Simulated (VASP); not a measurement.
TlBr, 2 atoms in the cell. The structure is cubic, space group Pm-3m (No. 221). Conventional cell: a = 3.970 Å, b = 3.970 Å, c = 3.970 Å, α = 90.00°, β = 90.00°, γ = 90.00°. Tl (site symmetry m-3m) is surrounded by 8 Br at 3.44 Å. Br (site symmetry m-3m) has 8 Tl at 3.44 Å as nearest neighbours. 

```yaml
Program: VASP 6.6.1
Task: relaxation of cell and atoms
Functional: PBEsol
Potentials_or_basis: VASP PAW PBE potentials, release 64 (Tl_d, Br)
Cutoff: 600 eV
k_mesh: 8 × 8 × 8
Occupations: gaussian, width 0.02 eV
Spin: no spin polarisation
Dipole_correction: no
Further_INCAR_settings: ALGO = Fast; EDIFF = 1e-07; IBRION = 2; EDIFFG = -0.005; NSW = 100; ISIF = 3
```

Potentials or basis: VASP PAW PBE potentials, release 64 (Tl_d, Br).

The run is started by

```sh
$ cat potpaw_PBE.64/Tl_d/POTCAR potpaw_PBE.64/Br/POTCAR > POTCAR
$ mpirun -np 1 vasp_std > vasp.out
```

Hardware: 1 thread of Intel(R) Xeon(R) Platinum 8488C (Sapphire Rapids) (shared host).

**Question.** Estimate the wall time of this run.

**Answer.** It took 40 s on 1 thread of Intel(R) Xeon(R) Platinum 8488C (Sapphire Rapids), on a shared host, peak memory 0.21 GiB. Counts: scf iterations 34, k points 35, ion steps 3.
